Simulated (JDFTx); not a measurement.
Runs of JDFTx 1.7.0 (patched build) on W. It takes space group Im-3m (No. 229, cubic). Conventional cell: a = 3.165 Å, b = 3.165 Å, c = 3.165 Å, α = 90.00°, β = 90.00°, γ = 90.00°. W (site symmetry m-3m) has 8 W at 2.74 Å as nearest neighbours. 

| task | level | potentials or basis | spin | cell | k mesh | cutoff (eV) | max SCF steps | SCF threshold on the energy | solver of the electrons | further solve for the empty bands | band ratio of the Davidson solver | gap on the mesh (eV) | pressure (GPa) |
| --- | --- | --- | --- | --- | --- | --- | --- | --- | --- | --- | --- | --- | --- |
| single point | LDA | PseudoDojo-FR-PBE-0.4-standard with smoothed tails | SOC, no magnetisation | as given | 9 × 9 × 9 | 1007 | 100 | 1e-08 Ha | scf | yes | - | none | (a) |
| single point | PBEsol | PseudoDojo-SR-PBEsol-0.4.1-standard with smoothed tails | off | as given | 12 × 12 × 12 | 1007 | 100 | 1e-09 Ha | scf | yes | - | none | -2.8 |
| single point | PBEsol | PseudoDojo-SR-PBEsol-0.4.1-standard with smoothed tails | off | cell strained at random at fixed volume | 12 × 12 × 12 | 1007 | 100 | 1e-09 Ha | scf | yes | - | none | -2.6 |
| single point | LDA | PseudoDojo-SR-LDA-0.4.1-standard with smoothed tails | off | as given | 12 × 12 × 12 | 952 | 100 | 1e-09 Ha | scf | yes | - | none | -9.8 |
| single point | PBEsol | PseudoDojo-FR-PBEsol-0.4-standard with smoothed tails | SOC, no magnetisation | as given | 9 × 9 × 9 | 1007 | 100 | 1e-08 Ha | scf | yes | - | none | -2.3 |

Alike in all rows: smearing fermi-dirac 0.05 eV.

Q: Fill in the values left out.

A: (a) -6.7.

Caveats: the potentials were made for another functional, which shifts forces and pressure (some runs); the empty levels aren't tightly converged (some runs).

A k mesh can miss the band edges, and rows without SOC leave out spin-orbit coupling on W.

A gap of «none» marks a metal or a gap under the smearing width.

Runs at the PBE level aren't shown here.
